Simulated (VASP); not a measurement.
# Be18H2S in VASP: further runs

One slab, Be18H2S, is run at these levels: PBE+D3(BJ); tasks: single point.

Program: VASP 6.6.1. These are calculated values, not measurements. Logs are shortened: lines on timing, memory, paths and dates and some standing lists are left out, and cuts for length are marked.

### 1 The slab as given

The cell holds a slab with vacuum, 21 atoms: a = 4.580 Å, b = 6.870 Å, c = 18.588 Å, α = 90.00°, β = 90.00°, γ = 60.00°.

The cell was built by a generator and needn't be a form met in nature.

### 2 Single point, PBE+D3(BJ)

INCAR reads:

```
SYSTEM = Be18H2S
ALGO     = Normal         ! electronic algorithm
EDIFF    = 1E-7           ! SCF threshold, eV
ENCUT    = 520            ! plane-wave cutoff, eV
GGA      = PE             ! functional
ISIF     = 2              ! what is computed and relaxed
ISMEAR   = -1             ! smearing method
IVDW     = 12             ! dispersion correction
LASPH    = .True.         ! aspherical terms in the spheres
LCHARG   = .False.        ! write CHGCAR
LREAL    = Auto         
LWAVE    = .False.        ! write WAVECAR
NBANDS   = 38             ! bands
NELM     = 60             ! most SCF steps
PREC     = Accurate       ! precision mode
SIGMA    = 0.1            ! smearing width, eV
```

KPOINTS reads:

```
k-points
0
Gamma
  3 2 1
  0 0 0
```

POSCAR reads:

```
Be18H2S
1.0
    4.5800000000      0.0000000000      0.0000000000
    3.4350000000      5.9495950000      0.0000000000
    0.0000000000      0.0000000000     18.5884300000
Be S H
18 1 2
Direct
    0.0000000000      0.0000000000      0.0537969048
    0.5000000000      0.0000000000      0.0537969048
   -0.0000002101      0.3333336135      0.0537969048
    0.4999997899      0.3333336135      0.0537969048
   -0.0000004202      0.6666672269      0.0537969048
    0.4999995798      0.6666672269      0.0537969048
   -0.1671109868      0.2221159592      0.1527025144
    0.3339379532      0.2219983041      0.1526110597
   -0.1666722855      0.5559706165      0.1531759272
    0.3332667376      0.5553823412      0.1524012517
   -0.1659649976      0.8885646838      0.1526164394
    0.3326186812      0.8894050772      0.1525196049
   -0.0001789553      0.0001512708      0.2511293315
    0.5001848057     -0.0001008472      0.2508388282
    0.0003410543      0.3327621460      0.2522483071
    0.4997839220      0.3334176528      0.2505321859
    0.0008794552      0.6670370000      0.2509249033
    0.4986019574      0.6671042315      0.2512692035
    0.8827854112      0.4950925231      0.4396767236
    0.6995704690      0.3972539307      0.4545784663
    1.1695483749      0.2963226909      0.4405912710
```

Potentials or basis: VASP PAW PBE potentials, release 64 (Be, S, H).

Command:

```console
$ cat potpaw_PBE.64/Be/POTCAR potpaw_PBE.64/S/POTCAR potpaw_PBE.64/H/POTCAR > POTCAR
$ mpirun -np 1 vasp_std > vasp.out
```

OUTCAR:

```text
SYSTEM = Be18H2S
   EDIFF = 1E-7
   ENCUT = 520
   GGA = PE
   ISIF = 2
   ISMEAR = -1
   IVDW = 12
   LASPH = .True.
   LREAL = Auto
   NELM = 60
   PREC = Accurate
 IVDW          = 12

 ion  position               nearest neighbor table
   1  0.000  0.000  0.054-  12 2.26  11 2.26   7 2.26   6 2.29   5 2.29   2 2.29   2 2.29   4 2.29
                             3 2.29
   2  0.500  0.000  0.054-  12 2.26   8 2.26  11 2.26   5 2.29   6 2.29   1 2.29   1 2.29   3 2.29
                             4 2.29
   3  1.000  0.333  0.054-   8 2.26   7 2.27   9 2.27   4 2.29   4 2.29   5 2.29   6 2.29   2 2.29
                             1 2.29
   4  0.500  0.333  0.054-  10 2.26   8 2.26   7 2.26   3 2.29   3 2.29   6 2.29   5 2.29   1 2.29
                             2 2.29
   5  1.000  0.667  0.054-  10 2.26  11 2.26   9 2.27   2 2.29   1 2.29   6 2.29   6 2.29   3 2.29
                             4 2.29
   6  0.500  0.667  0.054-  10 2.26  12 2.26   9 2.27   1 2.29   2 2.29   5 2.29   5 2.29   4 2.29
                             3 2.29
   7  0.833  0.222  0.153-  16 2.25  13 2.26   4 2.26   1 2.26   3 2.27  15 2.27   8 2.29  12 2.29
                            11 2.29  10 2.29   8 2.29   9 2.29
   8  0.334  0.222  0.153-  16 2.25  14 2.25   2 2.26   4 2.26   3 2.26  15 2.28   7 2.29  12 2.29
                            10 2.29  11 2.29   9 2.29   7 2.29
   9  0.833  0.556  0.153-  17 2.25  18 2.26   5 2.27  15 2.27   6 2.27   3 2.27  11 2.29  10 2.29
[... 4 lines left out ...]
                            10 2.29   7 2.29   8 2.29  12 2.29
  12  0.333  0.889  0.153-  14 2.26  13 2.26   1 2.26   2 2.26  18 2.26   6 2.26  11 2.29   7 2.29
                             8 2.29   9 2.29  10 2.29  11 2.29
  13  1.000  0.000  0.251-   7 2.26  11 2.26  12 2.26  17 2.29  18 2.29  15 2.29  14 2.29  16 2.29
                            14 2.29
  14  0.500  1.000  0.251-   8 2.25  11 2.26  12 2.26  15 2.29  13 2.29  18 2.29  17 2.29  16 2.29
                            13 2.29
  15  0.000  0.333  0.252-   9 2.27   7 2.27   8 2.28  13 2.29  14 2.29  16 2.29  16 2.29  18 2.30
                            17 2.30
  16  0.500  0.333  0.251-   7 2.25   8 2.25  10 2.25  17 2.29  18 2.29  13 2.29  15 2.29  14 2.29
                            15 2.29
  17  0.001  0.667  0.251-   9 2.25  11 2.25  10 2.26  18 2.28  13 2.29  16 2.29  14 2.29  15 2.30
                            18 2.30
  18  0.499  0.667  0.251-   9 2.26  12 2.26  10 2.26  17 2.28  13 2.29  16 2.29  14 2.29  15 2.30
                            17 2.30
  19  0.883  0.495  0.440-  21 1.34  20 1.34
  20  0.700  0.397  0.455-  19 1.34
  21  0.170  0.296  0.441-  19 1.34

  LATTYP: Found a simple monoclinic cell.
 ALAT       =     4.5800000000
 B/A-ratio  =     4.0586091703
 C/A-ratio  =     1.3228757576
 COS(beta)  =    -0.1889822219

  Lattice vectors:

 A1 = (   4.5800000000,   0.0000000000,   0.0000000000)
 A2 = (   0.0000000000,   0.0000000000, -18.5884300000)
 A3 = (  -1.1450000000,   5.9495950000,   0.0000000000)
[... 175 lines left out ...]
   NUPDOWN=      -1.0000    fix difference up-down
   EMIN   =  10.00;   EMAX   =-10.00  energy-range for DOS
   EFERMI =   0.00;   METHOD = LEGACY
   ISMEAR =    -1;   SIGMA  =   0.10  broadening in eV -4-tet -1-fermi 0-gaus
   EFERMI_NEDOS =   21; number of points for ismear=-14 and -15
   IALGO  =     38    algorithm
   IMIX   =      4    mixing-type and parameters
     AMIX     =   0.40;   BMIX     =  1.00
     AMIX_MAG =   1.60;   BMIX_MAG =  1.00
  volume/ion in A,a.u.               =      24.12       162.77
  Fermi-wavevector in a.u.,A,eV,Ry     =   0.725038  1.370122  7.152304  0.525680
  Thomas-Fermi vector in A             =   1.815658
   LORBIT       =      0    0 simple, 1 ext, 2 COOP (PROOUT), +10 PAW based schemes
   GGA     = PE    functional components
   LHFCALC =     F    Hartree Fock is set to
   AEXX    =    0.0000 exact exchange contribution
   IVDW    =    12    specifies the selected vdW correction
   LEPSILON=     F    determine dielectric tensor
   LRPA    =     F    only Hartree local field effects (RPA)
 non-spin polarized calculation
  energy-cutoff  :      520.00
  volume of cell :      506.52
 maximum number of plane-waves:     13683
 NGX is ok and might be reduce to    36
   NGX = 17   NGY = 25   NGZ = 69

 number of electron      44.0000000 magnetization

 Free energy of the ion-electron system (eV)
  ---------------------------------------------------
  ext. energy  EPLUGINS =         0.00000000
  ---------------------------------------------------
  free energy    TOTEN  =       -72.74027030 eV

  energy without entropy =      -72.43856322  energy(sigma->0) =      -72.58941676

 E-fermi :  -1.2656     XC(G=0):  -4.9219

 val. band max:       -1.3022202297   @ k =   0.3333   0.5000   0.0000
 cond. band min:      -0.5087983164   @ k =   0.3333   0.0000   0.0000
 fundamental gap:      0.7934219133
 Fermi energy:        -1.2656159778

 k-point     1 :       0.0000    0.0000    0.0000
  band No.  band energies     occupation
      1     -15.2527      2.00000
      2     -10.8010      2.00000
      3      -8.6670      2.00000
      4      -7.6435      2.00000
      5      -7.6403      2.00000
      6      -7.4302      2.00000
[... 137 lines left out ...]
     33       3.2597      0.00000
     34       3.8010      0.00000
 [bands above 34 left out]

------------------------ aborting loop because EDIFF is reached ----------------------------------------

 Edisp (eV)   -4.15589

 E8    (eV) :    -1.4989

  FORCE on cell =-STRESS in cart. coord.  units (eV):
  Direction    XX          YY          ZZ          XY          YZ          ZX
  --------------------------------------------------------------------------------------
  -------------------------------------------------------------------------------------
  Total     -17.87161   -17.90420    -1.04932     0.01394    -0.06638    -0.04869
  in kB     -56.52995   -56.63305    -3.31912     0.04411    -0.20995    -0.15400
  external pressure =      -38.83 kB  Pullay stress =        0.00 kB

 VOLUME and BASIS-vectors are now :
 -----------------------------------------------------------------------------
  energy-cutoff  :      520.00
  volume of cell :      506.52
      direct lattice vectors                 reciprocal lattice vectors
     4.580000000  0.000000000  0.000000000     0.218340611 -0.126059001  0.000000000
     3.435000000  5.949595000  0.000000000     0.000000000  0.168078668  0.000000000
     0.000000000  0.000000000 18.588430000     0.000000000  0.000000000  0.053796905

 POSITION                                       TOTAL-FORCE (eV/Angst)
 -----------------------------------------------------------------------------------
      0.00000      0.00000      1.00000        -0.022034      0.013311      0.052343
      2.29000      0.00000      1.00000         0.022804     -0.009027      0.037256
      5.72500      1.98320      1.00000        -0.005194      0.002866      0.076105
      3.43500      1.98320      1.00000         0.004239     -0.016100      0.037580
      6.87000      3.96640      1.00000        -0.003912      0.002042      0.051320
      4.58000      3.96640      1.00000         0.003483      0.007301      0.061157
[... 13 lines left out ...]
      4.56860      2.36350      8.44990        -0.191554     -0.077405      0.069385
      1.79440      1.76300      8.18990         0.103142     -0.206198     -0.039284
 -----------------------------------------------------------------------------------
    total drift:                                0.000577      0.002099      0.000939

  FREE ENERGIE OF THE ION-ELECTRON SYSTEM (eV)
  ---------------------------------------------------
  free  energy   TOTEN  =       -76.8961559085 eV

  energy  without entropy=      -76.5944488293  energy(sigma->0) =      -76.74530237
```

Run time: 4.7 min. Hardware: 1 thread of Intel Xeon Platinum 8259CL at 2.50GHz (Skylake/Cascade Lake), shared host; peak memory 0.57 GiB.

What came out:

```
Free energy                : -76.8962 eV
Largest force              : 0.293 eV/Å
Band gap on the k mesh     : none (metal or under the smearing width)
Dispersion energy per atom : -0.198 eV
```

Forces in eV/Å, atoms in the order of the input:
```
Be  -0.022  0.013  0.052
Be   0.023 -0.009  0.037
Be  -0.005  0.003  0.076
Be   0.004 -0.016  0.038
Be  -0.004  0.002  0.051
Be   0.003  0.007  0.061
Be  -0.006 -0.001 -0.024
Be   0.007  0.002 -0.017
Be   0.002  0.005 -0.018
Be  -0.003 -0.006 -0.024
Be   0.004 -0.004 -0.018
Be  -0.004  0.005 -0.020
Be  -0.002  0.005 -0.017
Be   0.001 -0.001 -0.023
Be  -0.001  0.000 -0.041
Be   0.003 -0.002 -0.031
Be   0.003 -0.001 -0.028
Be  -0.005  0.005 -0.041
S    0.089  0.275 -0.044
H   -0.192 -0.077  0.069
H    0.103 -0.206 -0.039
```

Levels at points of the mesh, in eV from the Fermi level:
```csv
k point,band 21,band 22,band 23,band 24,band 25,band 26
"(0.00, 0.00, 0.00)",-0.86,-0.05,-0.04,2.06,2.08,2.79
"(0.00, 0.50, 0.00)",-0.86,-0.61,-0.05,-0.04,2.79,2.80
```

Caveat: the k mesh is coarse (spacing up to 0.53 Å⁻¹), so the values aren't converged.

### 3 Single point, PBE+D3(BJ)

INCAR: that of step 2 with these lines changed.

```diff
@@ -2,3 +2,3 @@
 ALGO     = Normal         ! electronic algorithm
-EDIFF    = 1E-7           ! SCF threshold, eV
+EDIFF    = 1E-6           ! SCF threshold, eV
 ENCUT    = 520            ! plane-wave cutoff, eV
@@ -13,3 +13,3 @@
 NBANDS   = 38             ! bands
-NELM     = 60             ! most SCF steps
+NELM     = 100            ! most SCF steps
 PREC     = Accurate       ! precision mode
```

KPOINTS is that of step 2.

POSCAR reads:

```
Be18H2S
1.0
    4.5800000000      0.0000000000      0.0000000000
    3.4350000000      5.9495950000      0.0000000000
    0.0000000000      0.0000000000     18.5884300000
Be S H
18 1 2
Direct
    0.0000000000      0.0000000000      0.0537969048
    0.5000000000      0.0000000000      0.0537969048
   -0.0000002101      0.3333336135      0.0537969048
    0.4999997899      0.3333336135      0.0537969048
   -0.0000004202      0.6666672269      0.0537969048
    0.4999995798      0.6666672269      0.0537969048
   -0.1703721001      0.2211074871      0.1525249846
    0.3379896179      0.2224185008      0.1525303643
   -0.1683968860      0.5599876966      0.1543540794
    0.3339655573      0.5521216150      0.1518632827
   -0.1609819990      0.8859090409      0.1530629537
    0.3277099280      0.8929515370      0.1526433378
   -0.0020831088      0.0023699092      0.2530068435
    0.4997426941      0.0006050832      0.2515381880
    0.0002925057      0.3309637043      0.2516995787
    0.5017492300      0.3329806483      0.2500318747
    0.0033975478      0.6677261225      0.2513230004
    0.4932673836      0.6692388305      0.2521407133
    0.9939616226      0.4926217667      0.4082862297
    0.8236180252      0.4217261847      0.4501294623
    1.1210483950      0.3020373656      0.3683366481
```

Potentials or basis: VASP PAW PBE potentials, release 64 (Be, S, H).

Command:

```console
$ cat potpaw_PBE.64/Be/POTCAR potpaw_PBE.64/S/POTCAR potpaw_PBE.64/H/POTCAR > POTCAR
$ mpirun -np 1 vasp_std > vasp.out
```

Wall time 4.8 min (1 thread of Intel Xeon Platinum 8259CL at 2.50GHz (Skylake/Cascade Lake), shared host); peak memory 0.57 GiB.

Results (log left out):

| Property | Result |
| --- | --- |
| Free energy | -76.8477 eV |
| Largest force | 0.256 eV/Å |
| Band gap on the k mesh | none (metal or under the smearing width) |
| Dispersion energy per atom | -0.202 eV |

Forces on the atoms (eV/Å):
```
Be  -0.065  0.067  0.062
Be   0.065 -0.054  0.012
Be  -0.019  0.010  0.098
Be   0.021 -0.049  0.015
Be  -0.011 -0.025  0.054
Be   0.000  0.060  0.082
Be  -0.003 -0.001 -0.028
Be  -0.003  0.006 -0.011
Be  -0.006  0.012 -0.032
Be   0.007  0.000  0.013
Be   0.008  0.001 -0.009
Be   0.006  0.006  0.009
Be   0.003  0.000 -0.101
Be  -0.001 -0.007 -0.094
Be  -0.017  0.000 -0.228
Be   0.006  0.009 -0.092
Be  -0.012  0.009 -0.094
Be   0.009  0.002 -0.067
S   -0.021 -0.113  0.229
H   -0.070  0.092  0.097
H    0.103 -0.022  0.084
```

Levels at points of the mesh, in eV from the Fermi level:
| k point | band 19 | band 20 | band 21 | band 22 | band 23 | band 24 | band 25 | band 26 | band 27 | band 28 |
| --- | --- | --- | --- | --- | --- | --- | --- | --- | --- | --- |
| (0.00, 0.00, 0.00) | -1.40 | -0.93 | -0.78 | -0.07 | -0.04 | 1.93 | 2.05 | 2.77 | 3.38 | 3.42 |
| (0.00, 0.50, 0.00) | -1.76 | -1.65 | -0.85 | -0.49 | -0.07 | -0.01 | 2.74 | 2.78 | 3.43 | 3.52 |

Caveat: the k mesh is coarse (spacing up to 0.53 Å⁻¹), so the values aren't converged.

### 4 Single point, PBE+D3(BJ)

INCAR reads:

```
PREC = Accurate ; ENCUT = 520
EDIFF = 1E-7 ; ISMEAR = -1
SIGMA = 0.1 ; LREAL = Auto
LASPH = T ; NELM = 100
ALGO = Fast ; ISIF = 2
LWAVE = F ; LCHARG = F
GGA = PE ; IVDW = 12
NBANDS = 38
```

KPOINTS reads:

```
Automatic mesh
0
Gamma
  3 2 1
```

POSCAR reads:

```
Be18H2S
1.0
    4.5800000000      0.0000000000      0.0000000000
    3.4350000000      5.9495950000      0.0000000000
    0.0000000000      0.0000000000     18.5884300000
Be S H
18 1 2
Direct
    0.0000000000      0.0000000000      0.0537969048
    0.5000000000      0.0000000000      0.0537969048
   -0.0000002101      0.3333336135      0.0537969048
    0.4999997899      0.3333336135      0.0537969048
   -0.0000004202      0.6666672269      0.0537969048
    0.4999995798      0.6666672269      0.0537969048
   -0.1733446028      0.2190737353      0.1469731440
    0.3405695924      0.2235782436      0.1474142787
   -0.1736195914      0.5678537783      0.1493509672
    0.3342003665      0.5511971823      0.1487538216
   -0.1568626019      0.8868502814      0.1485117355
    0.3218941477      0.8996578759      0.1484471792
   -0.0035163187      0.0033783812      0.2455882503
    0.5019452840     -0.0006723147      0.2441249745
   -0.0007831489      0.3292829176      0.2398857784
    0.5067599130      0.3303754289      0.2426348002
    0.0030831927      0.6652049425      0.2472774731
    0.4885222646      0.6730037927      0.2439689635
    1.1087066937      0.4844027198      0.3872247414
    0.9098909247      0.5688790582      0.4475902483
    1.1054270720      0.2867085911      0.3895649068
```

Command:

```console
$ cat potpaw_PBE.64/Be/POTCAR potpaw_PBE.64/S/POTCAR potpaw_PBE.64/H/POTCAR > POTCAR
$ mpirun -np 1 vasp_std > vasp.out
```

Wall time 5.4 min (1 thread of Intel Xeon Platinum 8259CL at 2.50GHz (Skylake/Cascade Lake), shared host); peak memory 0.57 GiB.

The run converged. Its results:

```
Free energy                : -76.7101 eV
Largest force              : 0.710 eV/Å
Band gap on the k mesh     : none (metal or under the smearing width)
Dispersion energy per atom : -0.207 eV
```

Forces on the atoms (eV/Å):
```
Be  -0.025  0.075 -0.317
Be   0.054 -0.098 -0.339
Be  -0.048  0.019 -0.211
Be   0.029 -0.017 -0.348
Be   0.046 -0.090 -0.190
Be  -0.069  0.141 -0.244
Be   0.051  0.019  0.149
Be  -0.018  0.019  0.122
Be  -0.003 -0.039  0.138
Be  -0.010 -0.011  0.048
Be  -0.031 -0.008  0.086
Be   0.004 -0.035  0.049
Be   0.032 -0.034  0.127
Be  -0.039  0.003  0.118
Be  -0.015  0.011  0.260
Be   0.009 -0.020  0.059
Be  -0.026  0.009  0.098
Be   0.025 -0.029  0.010
S   -0.174 -0.154  0.671
H    0.085 -0.162 -0.236
H    0.125  0.402 -0.050
```

Levels at points of the mesh, in eV from the Fermi level:
| k point | band 19 | band 20 | band 21 | band 22 | band 23 | band 24 | band 25 | band 26 |
| --- | --- | --- | --- | --- | --- | --- | --- | --- |
| (0.00, 0.00, 0.00) | -1.39 | -0.84 | -0.55 | -0.10 | -0.06 | 2.05 | 2.30 | 2.88 |
| (0.00, 0.50, 0.00) | -1.81 | -1.71 | -0.71 | -0.22 | -0.08 | -0.02 | 2.76 | 2.88 |

Caveat: the k mesh is coarse (spacing up to 0.53 Å⁻¹), so the values aren't converged.
